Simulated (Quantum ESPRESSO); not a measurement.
# TaN (Fm-3m) in Quantum ESPRESSO: a series of runs, part 2 of 3

Quantum ESPRESSO 7.5. Earlier steps stand in the parts before.

## (3) Wannier functions, LDA

File pw.in:

```
&CONTROL
  calculation = 'scf'
  prefix = 'pwscf'
  outdir = './tmp'
  pseudo_dir = './pseudo'
  tprnfor = .true.
  tstress = .true.
  disk_io = 'low'
/
&SYSTEM
  ibrav = 0
  nat = 2
  ntyp = 2
  ecutwfc = 40
  ecutrho = 240
  nbnd = 15
  occupations = 'smearing'
  smearing = 'fd'
  degauss = 0.00367493
/
&ELECTRONS
  conv_thr = 4d-10
  electron_maxstep = 120
  mixing_beta = 0.5
/
ATOMIC_SPECIES
Ta   180.9479 Ta.LDA_PW-JTH.UPF
N     14.0070 N.LDA_PW-JTH.UPF
CELL_PARAMETERS angstrom
   0.0000000000    2.2113230000    2.2113230000
   2.2113230000    0.0000000000    2.2113230000
   2.2113230000    2.2113230000    0.0000000000
ATOMIC_POSITIONS crystal
Ta     0.5000000000    0.5000000000    0.5000000000
N      0.0000000000    0.0000000000    0.0000000000
K_POINTS automatic
8 8 8 0 0 0
```

File nscf.in:

```
&CONTROL
  calculation = 'nscf'
  prefix = 'pwscf'
  outdir = './tmp'
  pseudo_dir = './pseudo'
  disk_io = 'low'
/
&SYSTEM
  ibrav = 0
  nat = 2
  ntyp = 2
  ecutwfc = 40
  ecutrho = 240
  nbnd = 26
  occupations = 'smearing'
  smearing = 'fd'
  degauss = 0.00367493
  nosym = .true.
  noinv = .true.
/
&ELECTRONS
  conv_thr = 1d-09
  electron_maxstep = 120
  mixing_beta = 0.5
  diago_full_acc = .true.
/
ATOMIC_SPECIES
Ta   180.9479 Ta.LDA_PW-JTH.UPF
N     14.0070 N.LDA_PW-JTH.UPF
CELL_PARAMETERS angstrom
   0.0000000000    2.2113230000    2.2113230000
   2.2113230000    0.0000000000    2.2113230000
   2.2113230000    2.2113230000    0.0000000000
ATOMIC_POSITIONS crystal
Ta     0.5000000000    0.5000000000    0.5000000000
N      0.0000000000    0.0000000000    0.0000000000
K_POINTS crystal
216
  0.00000000   0.00000000   0.00000000 4.62962963e-03
  0.00000000   0.00000000   0.16666667 4.62962963e-03
  0.00000000   0.00000000   0.33333333 4.62962963e-03
  0.00000000   0.00000000   0.50000000 4.62962963e-03
  0.00000000   0.00000000   0.66666667 4.62962963e-03
  0.00000000   0.00000000   0.83333333 4.62962963e-03
[... 208 lines left out ...]
  0.83333333   0.83333333   0.66666667 4.62962963e-03
  0.83333333   0.83333333   0.83333333 4.62962963e-03
```

File pw2wan.in:

```
&INPUTPP
  prefix = 'pwscf'
  outdir = './tmp'
  seedname = 'w'
  write_mmn = .true.
  write_amn = .true.
/
```

File bands.in:

```
&CONTROL
  calculation = 'bands'
  prefix = 'pwscf'
  outdir = './tmp'
  pseudo_dir = './pseudo'
  disk_io = 'low'
/
&SYSTEM
  ibrav = 0
  nat = 2
  ntyp = 2
  ecutwfc = 40
  ecutrho = 240
  nbnd = 26
  occupations = 'smearing'
  smearing = 'fd'
  degauss = 0.00367493
/
&ELECTRONS
  conv_thr = 1d-08
  electron_maxstep = 120
  mixing_beta = 0.5
  diago_full_acc = .true.
/
ATOMIC_SPECIES
Ta   180.9479 Ta.LDA_PW-JTH.UPF
N     14.0070 N.LDA_PW-JTH.UPF
CELL_PARAMETERS angstrom
   0.0000000000    2.2113230000    2.2113230000
   2.2113230000    0.0000000000    2.2113230000
   2.2113230000    2.2113230000    0.0000000000
ATOMIC_POSITIONS crystal
Ta     0.5000000000    0.5000000000    0.5000000000
N      0.0000000000    0.0000000000    0.0000000000
K_POINTS crystal
77
  0.00000000   0.00000000   0.00000000 1
  0.04166700   0.00000000   0.04166700 1
  0.08333300   0.00000000   0.08333300 1
  0.12500000   0.00000000   0.12500000 1
  0.16666700   0.00000000   0.16666700 1
  0.20833300   0.00000000   0.20833300 1
[... 69 lines left out ...]
  0.53125000   0.06250000   0.53125000 1
  0.50000000   0.00000000   0.50000000 1
```

File w.win:

```
num_wann = 13
num_bands = 22
guiding_centres = true
dis_froz_max = 21.7
dis_num_iter = 600
dis_mix_ratio = 0.5
dis_conv_tol = 1.0d-9
num_iter = 400
conv_tol = 1.0d-9
conv_window = 4
num_print_cycles = 40
fermi_energy = 20.7022
bands_plot = true
write_hr = true
mp_grid = 6 6 6
exclude_bands = 1-4
begin projections
Ta: s;p;d
N: s;p
end projections
begin unit_cell_cart
ang
  0.0000000000   2.2113230000   2.2113230000
  2.2113230000   0.0000000000   2.2113230000
  2.2113230000   2.2113230000   0.0000000000
end unit_cell_cart
begin atoms_frac
Ta   0.5000000000   0.5000000000   0.5000000000
N    0.0000000000   0.0000000000   0.0000000000
end atoms_frac
begin kpoint_path
G   0.0000000000   0.0000000000   0.0000000000  X   0.5000000000   0.0000000000   0.5000000000
X   0.5000000000   0.0000000000   0.5000000000  W   0.5000000000   0.2500000000   0.7500000000
W   0.5000000000   0.2500000000   0.7500000000  K   0.3750000000   0.3750000000   0.7500000000
K   0.3750000000   0.3750000000   0.7500000000  G   0.0000000000   0.0000000000   0.0000000000
G   0.0000000000   0.0000000000   0.0000000000  L   0.5000000000   0.5000000000   0.5000000000
L   0.5000000000   0.5000000000   0.5000000000  U   0.6250000000   0.2500000000   0.6250000000
U   0.6250000000   0.2500000000   0.6250000000  W   0.5000000000   0.2500000000   0.7500000000
W   0.5000000000   0.2500000000   0.7500000000  L   0.5000000000   0.5000000000   0.5000000000
L   0.5000000000   0.5000000000   0.5000000000  K   0.3750000000   0.3750000000   0.7500000000
U   0.6250000000   0.2500000000   0.6250000000  X   0.5000000000   0.0000000000   0.5000000000
end kpoint_path
bands_num_points = 12
begin kpoints
  0.00000000   0.00000000   0.00000000
  0.00000000   0.00000000   0.16666667
  0.00000000   0.00000000   0.33333333
  0.00000000   0.00000000   0.50000000
  0.00000000   0.00000000   0.66666667
  0.00000000   0.00000000   0.83333333
[... 208 lines left out ...]
  0.83333333   0.83333333   0.66666667
  0.83333333   0.83333333   0.83333333
end kpoints
```

Potentials or basis: JTH 2.0 LDA.

The run is started by

```
OMP_NUM_THREADS=1 pw.x -in pw.in > pw.out
OMP_NUM_THREADS=1 pw.x -in nscf.in > nscf.out
wannier90.x -pp w
OMP_NUM_THREADS=1 pw2wannier90.x -in pw2wan.in > pw2wan.out
wannier90.x w
OMP_NUM_THREADS=1 pw.x -in bands.in > bands.out
```

pw.out:

```text
This program is part of the open-source Quantum ESPRESSO suite
     for quantum simulation of materials; please cite
         "P. Giannozzi et al., J. Phys.:Condens. Matter 21 395502 (2009);
         "P. Giannozzi et al., J. Phys.:Condens. Matter 29 465901 (2017);
         "P. Giannozzi et al., J. Chem. Phys. 152 154105 (2020);
     in publications or presentations arising from this work. More details at

     file Ta.LDA_PW-JTH.UPF: wavefunction(s)  5S 6S 5P 6P 5D 0D renormalized
     file N.LDA_PW-JTH.UPF: wavefunction(s)  0S 0P renormalized
     Message from routine setup:
     using ibrav=0 with symmetry is DISCOURAGED, use correct ibrav instead

     G-vector sticks info
     --------------------
     sticks:   dense  smooth     PW     G-vecs:    dense   smooth      PW
     Sum         583     379    121                 9257     5029     941

     Using Slab Decomposition

     bravais-lattice index     =            0
     lattice parameter (alat)  =       5.9097  a.u.
     unit-cell volume          =     145.9430 (a.u.)^3
     number of atoms/cell      =            2
     number of atomic types    =            2
     number of electrons       =        18.00
     number of Kohn-Sham states=           15
     kinetic-energy cutoff     =      40.0000  Ry
     charge density cutoff     =     240.0000  Ry
     scf convergence threshold =      4.0E-10
     mixing beta               =       0.5000
     number of iterations used =            8  plain     mixing
     Exchange-correlation= SLA PW NOGX NOGC
                           (   1   4   0   0   0   0   0)
[... 176 lines left out ...]
     ethr =  3.61E-12,  avg # of iterations =  1.7

     End of self-consistent calculation

          k = 0.0000 0.0000 0.0000 (   609 PWs)   bands (ev):

   -48.8657 -15.0753 -15.0753 -15.0753   2.1569  16.9166  16.9166  16.9166
    18.5738  18.5738  18.5738  20.6517  20.6517  22.1730  30.1110
[... 93 lines left out ...]
   -48.7983 -15.6464 -15.5263 -15.2789   4.0174  13.0814  13.9533  14.5761
    18.4709  23.0655  23.1349  25.0849  25.5267  28.7412  30.8816

          k =-0.7071 0.0000 0.0000 (   636 PWs)   bands (ev):

   -48.7969 -15.7630 -15.3452 -15.3452   3.4228  14.1059  15.3056  16.0979
    16.0979  22.6525  24.0946  24.0946  25.0710  27.1453  29.4906

          k = 0.3536 0.1768 0.0000 (   618 PWs)   bands (ev):
[... 26 lines left out ...]
   -48.8018 -15.6329 -15.5072 -15.2591   4.3080  12.3069  13.8968  13.9776
    20.6375  20.9323  23.3695  24.3163  26.6978  30.3762  30.8454

          k =-0.7071 0.1768-0.0000 (   632 PWs)   bands (ev):

   -48.7969 -15.7032 -15.4079 -15.3564   3.7281  14.0182  14.4168  14.5368
    17.8271  22.9923  23.7546  24.1012  25.4004  28.0744  30.3330

          k =-0.7071 0.3536 0.0000 (   616 PWs)   bands (ev):

   -48.7968 -15.5570 -15.5570 -15.3675   4.0737  13.3114  13.9836  13.9836
    20.4769  20.4769  24.1078  24.5975  24.9866  30.2714  32.4563

     the Fermi energy is    20.7022 ev

!    total energy              =    -736.36180018 Ry
     total all-electron energy =      -736.361800 Ry
     estimated scf accuracy    <          1.2E-10 Ry
     smearing contrib. (-TS)   =      -0.00053037 Ry
     internal energy E=F+TS    =    -736.36126981 Ry

     The total energy is F=E-TS. E is the sum of the following terms:
     one-electron contribution =      -2.32046048 Ry
     hartree contribution      =      16.23092123 Ry
     xc contribution           =     -32.83009201 Ry
     ewald contribution        =    -123.37630301 Ry
     one-center paw contrib.   =    -594.06533554 Ry

     convergence has been achieved in  12 iterations

     Forces acting on atoms (cartesian axes, Ry/au):

     atom    1 type  1   force =    -0.00000000   -0.00000000   -0.00000000
     atom    2 type  2   force =    -0.00000000   -0.00000000   -0.00000000

     Total force =     0.000000     Total SCF correction =     0.000000

     Computing stress (Cartesian axis) and pressure

          total   stress  (Ry/bohr**3)                   (kbar)     P=     -218.94
  -0.00148834   0.00000000  -0.00000000         -218.94        0.00       -0.00
   0.00000000  -0.00148834   0.00000000            0.00     -218.94        0.00
  -0.00000000   0.00000000  -0.00148834           -0.00        0.00     -218.94

=------------------------------------------------------------------------------=
   JOB DONE.
=------------------------------------------------------------------------------=
```

nscf.out:

```text
This program is part of the open-source Quantum ESPRESSO suite
     for quantum simulation of materials; please cite
         "P. Giannozzi et al., J. Phys.:Condens. Matter 21 395502 (2009);
         "P. Giannozzi et al., J. Phys.:Condens. Matter 29 465901 (2017);
         "P. Giannozzi et al., J. Chem. Phys. 152 154105 (2020);
     in publications or presentations arising from this work. More details at

[... 95 lines left out ...]

     Number of k-points >= 100: set verbosity='high' to print the bands.

     the Fermi energy is    20.6834 ev
     (compare with:    20.7022 eV, computed in scf)

=------------------------------------------------------------------------------=
   JOB DONE.
=------------------------------------------------------------------------------=
```

w-pp.out:

```text
b_k Directions (Ang^-1)                          |
 |                           -----------------------                          |
 |            No.           x           y           z                         |
 |            ---        --------------------------------                     |
 |             1         0.236781    0.236781   -0.236781                     |
 |             2         0.236781   -0.236781    0.236781                     |
 |             3        -0.236781    0.236781    0.236781                     |
 |             4         0.236781    0.236781    0.236781                     |
 +----------------------------------------------------------------------------+

 Time to get kmesh              0.062 (sec)
 *============================================================================*
 |                              MEMORY ESTIMATE                               |
 *============================================================================*
 |                        Disentanglement           19.86 Mb                  |
 |                            Wannierise:           13.08 Mb                  |
 |                          plot_wannier:           13.08 Mb                  |
 *----------------------------------------------------------------------------*

 Starting a new Wannier90 calculation ...

 Time to write kmesh            0.079 (sec)

 Exiting... w.nnkp written.
```

Wall time 2 min (1 thread of Arm Neoverse V1, shared host); peak memory 0.1 GiB.

What came out:

```yaml
Free_energy: -10018.7127 eV
Band_gap_on_the_k_mesh: none (metal or under the smearing width)
Total_Wannier_spread: 16.67 Å² over 13 functions
RMS_miss_of_the_Wannier_bands: 0.009 eV
```

Levels at the corners of the path, in eV from the Fermi level:
```tsv
point	band 6	band 7	band 8	band 9	band 10	band 11	band 12	band 13
Γ	-3.79	-3.79	-3.79	-2.13	-2.13	-2.13	-0.05	-0.05
X	-6.60	-5.40	-4.60	-4.60	1.95	3.39	3.39	4.37
W	-7.39	-6.72	-6.72	-0.23	-0.23	3.41	3.90	4.28
K	-7.62	-6.75	-6.13	-2.23	2.36	2.43	4.38	4.82
Γ	-3.79	-3.79	-3.79	-2.13	-2.13	-2.13	-0.05	-0.05
L	-10.27	-7.50	-7.50	1.79	1.79	1.89	3.81	7.30
U	-7.62	-6.75	-6.13	-2.23	2.36	2.43	4.38	4.82
W	-7.39	-6.72	-6.72	-0.23	-0.23	3.41	3.90	4.28
L	-10.27	-7.50	-7.50	1.79	1.79	1.89	3.81	7.30
K	-7.62	-6.75	-6.13	-2.23	2.36	2.43	4.38	4.82
U	-7.62	-6.75	-6.13	-2.23	2.36	2.43	4.38	4.82
X	-6.60	-5.40	-4.60	-4.60	1.95	3.39	3.39	4.37
```

Wannier functions:
| function | nearest atom | distance (Å) | spread (Å²) | on-site energy from the reference level (eV) |
| --- | --- | --- | --- | --- |
| 1 | 1 Ta | 0.00 | 1.91 | 1.88 |
| 2 | 1 Ta | 0.00 | 2.25 | 12.01 |
| 3 | 1 Ta | 0.00 | 2.25 | 11.99 |
| 4 | 1 Ta | 0.00 | 2.25 | 11.99 |
| 5 | 1 Ta | 0.00 | 0.98 | 1.73 |
| 6 | 1 Ta | 0.00 | 1.28 | 0.29 |
| 7 | 1 Ta | 0.00 | 1.28 | 0.29 |
| 8 | 1 Ta | 0.00 | 0.98 | 1.73 |
| 9 | 1 Ta | 0.00 | 1.28 | 0.30 |
| 10 | 2 N | 0.00 | 0.55 | -12.58 |
| 11 | 2 N | 0.00 | 0.56 | -0.63 |
| 12 | 2 N | 0.00 | 0.56 | -0.62 |
| 13 | 2 N | 0.00 | 0.56 | -0.62 |

Parts of the spread (Å²): invariant 10.08, diagonal 0.000, off-diagonal 6.60, total 16.67. Against the direct bands the interpolation misses by 9 meV (root mean square) and 63 meV at most, for states up to 1 eV over the reference level.

Caveat: the cutoff is too short for stress, so the log's stress isn't used; the cutoff is low for these files, which shifts pressure and relaxed volume; spin-orbit coupling is left out, which moves the levels of the heavy elements.

(Continued in part 3 of 3.)
